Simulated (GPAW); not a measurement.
# GPAW run on MgF₂ (P4_2/mnm, 6 atoms in the cell): self-consistent single point

Method: PBE, GPAW PAW datasets PBE (gpaw-data 1.0.1) (plane waves; GPAW).

Input as run:

```python
from ase import Atoms
from ase.units import GPa
from gpaw import GPAW, PW, FermiDirac

atoms = Atoms(['Mg', 'Mg', 'F', 'F', 'F', 'F'],
              cell=[[4.732728, 0.000000, 0.000000],
                    [0.000000, 4.732728, 0.000000],
                    [0.000000, 0.000000, 3.124420]],
              scaled_positions=[[0.000000, 0.000000, 0.000000],
                                [0.500000, 0.500000, 0.500000],
                                [0.303000, 0.303000, 0.000000],
                                [0.803000, 0.197000, 0.500000],
                                [0.197000, 0.803000, 0.500000],
                                [0.697000, 0.697000, 0.000000]],
              pbc=True)

calc = GPAW(mode=PW(950),
            xc='PBE',
            kpts={'size': (4, 4, 6), 'gamma': True},
            occupations=FermiDirac(0.02),
            nbands=-4,
            convergence={'bands': -2},
            symmetry={'symmorphic': False, 'tolerance': 0.0005},
            maxiter=100,
            txt='-')

atoms.calc = calc

energy = atoms.get_potential_energy()
print('Energy (eV):', round(energy, 6))
forces = atoms.get_forces()
print('Forces (eV/Ang):')
print(forces.round(5))
stress = atoms.get_stress()
print('Stress (GPa, Voigt):', (stress / GPa).round(4))
```

Log, with long lists cut:

```
Input parameters:
  convergence: {bands: -2}
  kpts: {gamma: True,
         size: (4, 4, 6)}
  maxiter: 100
  mode: {ecut: 950.0,
         name: pw}
  nbands: -4
  occupations: {fixmagmom: False,
                name: fermi-dirac,
                width: 0.02}
  symmetry: {symmorphic: False,
             tolerance: 0.0005}
  xc: PBE

species:
  Mg:
    name: Magnesium
    Z: 12.0
    valence: 10
    core: 2
    charge: 0.0
    file: Mg.PBE.gz

    # Using partial waves for Mg as LCAO basis

  F:
    name: Fluorine
    Z: 9.0
    valence: 7
    core: 2
    charge: 0.0
    file: F.PBE.gz

    # Using partial waves for F as LCAO basis

Reference energy: -21755.612918  # eV

Spin-paired calculation

Convergence criteria:
 Maximum [total energy] change in last 3 cyles: 0.0005 eV / valence electron
 Maximum integral of absolute [dens]ity change: 0.0001 electrons / valence electron
 Maximum integral of absolute [eigenst]ate change: 4e-08 eV^2 / valence electron
 Maximum number of scf [iter]ations: 100

Symmetries present (total): 16
Symmetries with fractional translations: 8
96 k-points: 4 x 4 x 6 Monkhorst-Pack grid + [1/8,1/8,1/12]
24 k-points in the irreducible part of the Brillouin zone
       k-points in crystal coordinates                weights
   0:     0.00000000    0.00000000    0.00000000          1/96
   1:     0.00000000    0.00000000    0.16666667          2/96
   2:     0.00000000    0.00000000    0.33333333          2/96
   [... 7 lines left out ...]
          ...
  23:     0.50000000    0.50000000    0.50000000          1/96

Wave functions: Plane wave expansion
  Cutoff energy: 950.000 eV
  Number of coefficients (min, max): 4632, 4676
  Pulay-stress correction: 0.000000 eV/Ang^3 (de/decut=0.000000)

Occupation numbers: Fermi-Dirac:
  width: 0.0200  # eV

Eigensolver

Densities:
  Coarse grid: 36*36*24 grid
  Fine grid: 72*72*48 grid
  Total Charge: 0.000000

Density mixing:
  Method: separate
  Backend: pulay
  Linear mixing parameter: 0.05
  old densities: 5
  Damping of long wavelength oscillations: 50

Hamiltonian:
  XC and Coulomb potentials evaluated on a 72*72*48 grid
  External potential:
    NoExternalPotential

XC parameters: PBE with 2 nearest neighbor stencil

Number of atoms: 6
Number of atomic orbitals: 32
Number of bands in calculation: 28
Number of valence electrons: 48
Bands to converge: 26

Density initialized from atomic densities
  28 bands from LCAO basis set

Atomic positions and initial magnetic moments

Positions:
   0 Mg     0.000000    0.000000    0.000000    ( 0.0000,  0.0000,  0.0000)
   1 Mg     2.366364    2.366364    1.562210    ( 0.0000,  0.0000,  0.0000)
   2 F      1.434017    1.434017    0.000000    ( 0.0000,  0.0000,  0.0000)
   3 F      3.800381    0.932347    1.562210    ( 0.0000,  0.0000,  0.0000)
   4 F      0.932347    3.800381    1.562210    ( 0.0000,  0.0000,  0.0000)
   5 F      3.298711    3.298711    0.000000    ( 0.0000,  0.0000,  0.0000)

Unit cell:
           periodic     x           y           z      points  spacing
  1. axis:    yes    4.732728    0.000000    0.000000    36     0.1315
  2. axis:    yes    0.000000    4.732728    0.000000    36     0.1315
  3. axis:    yes    0.000000    0.000000    3.124420    24     0.1302

  Lengths:   4.732728   4.732728   3.124420
  Angles:   90.000000  90.000000  90.000000

Effective grid spacing dv^(1/3) = 0.1310

     iter     time        total  log10-change:
                         energy   eigst   dens
iter:   1 --:--:--   -33.754501   +0.28
iter:   2 --:--:--   -33.254556   -0.39  -1.15
iter:   3 --:--:--   -31.677880   -0.09  -1.20
iter:   4 --:--:--   -32.223972   +0.03  -1.45
iter:   5 --:--:--   -31.803268   -0.52  -1.58
iter:   6 --:--:--   -31.756664   -1.44  -2.07
iter:   7 --:--:--   -31.803508   -1.68  -2.61
iter:   8 --:--:--   -31.768434   -2.60  -2.11
iter:   9 --:--:--   -31.754202   -2.25  -2.33
iter:  10 --:--:--   -31.753790c  -2.94  -2.85
iter:  11 --:--:--   -31.754207c  -3.97  -3.45
iter:  12 --:--:--   -31.754529c  -4.36  -3.12
iter:  13 --:--:--   -31.753840c  -3.35  -3.00
iter:  14 --:--:--   -31.753765c  -4.87  -3.54
iter:  15 --:--:--   -31.753800c  -4.40  -3.63
iter:  16 --:--:--   -31.753771c  -5.91  -3.88
iter:  17 --:--:--   -31.753776c  -4.48  -4.06c
iter:  18 --:--:--   -31.753767c  -4.55  -3.76
iter:  19 --:--:--   -31.753780c  -5.40  -3.93
iter:  20 --:--:--   -31.753782c  -6.37  -3.78
iter:  21 --:--:--   -31.753758c  -5.29  -3.77
iter:  22 --:--:--   -31.753755c  -5.50  -4.10c
iter:  23 --:--:--   -31.753756c  -5.97  -4.41c
iter:  24 --:--:--   -31.753757c  -6.43  -4.64c
iter:  25 --:--:--   -31.753757c  -5.63  -4.59c
iter:  26 --:--:--   -31.753756c  -7.29  -4.32c
iter:  27 --:--:--   -31.753756c  -6.28  -4.49c
iter:  28 --:--:--   -31.753756c  -7.82c -4.99c

Converged after 28 iterations.

Dipole moment: (-0.000000, -0.000000, -0.000000) |e|*Ang

Energy contributions relative to reference atoms: (reference = -21755.612918)

Kinetic:        +26.865432
Potential:      -25.742311
External:        +0.000000
XC:             -32.841335
Entropy (-ST):   -0.000000
Local:           -0.035542
SIC:             +0.000000
--------------------------
Free energy:    -31.753756
Extrapolated:   -31.753756

Showing only first 2 kpts
 Kpt  Band  Eigenvalues  Occupancy
  0    22     -0.69130    2.00000
  0    23     -0.38285    2.00000
  0    24      6.27492    0.00000
  0    25     11.42932    0.00000

  1    22     -0.77126    2.00000
  1    23     -0.50268    2.00000
  1    24      7.04404    0.00000
  1    25     12.01086    0.00000

Fermi level: 1.35973

Gap: 6.658 eV
Transition (v -> c):
  (s=0, k=0, n=23, [0.00, 0.00, 0.00]) -> (s=0, k=0, n=24, [0.00, 0.00, 0.00])
No difference between direct/indirect transitions
Energy (eV): -31.753756

Forces in eV/Ang:
  0 Mg    0.00000    0.00000    0.00000
  1 Mg    0.00000    0.00000    0.00000
  2 F     0.05206    0.05206    0.00000
  3 F     0.05206   -0.05206    0.00000
  4 F    -0.05206    0.05206    0.00000
  5 F    -0.05206   -0.05206    0.00000

Stress tensor:
     0.022007     0.000000     0.000000
     0.000000     0.022007     0.000000
     0.000000     0.000000     0.026328
Stress (GPa, Voigt): [3.5258 3.5258 4.2181 0.     0.     0.    ]
```

The run converged in 28 iterations. GPAW prints stress with tension positive.

At such cutoffs GPAW's stress carries a finite-basis (Pulay) error, which enters relaxed cells too; its log prints stress with tension positive.

The starting cell has typed, rounded lattice constants, without a prior relaxation at this level. Its lattice was rescaled by a random factor within 2.5 % of one.

Cost on one core of a shared machine: roughly 3 min.
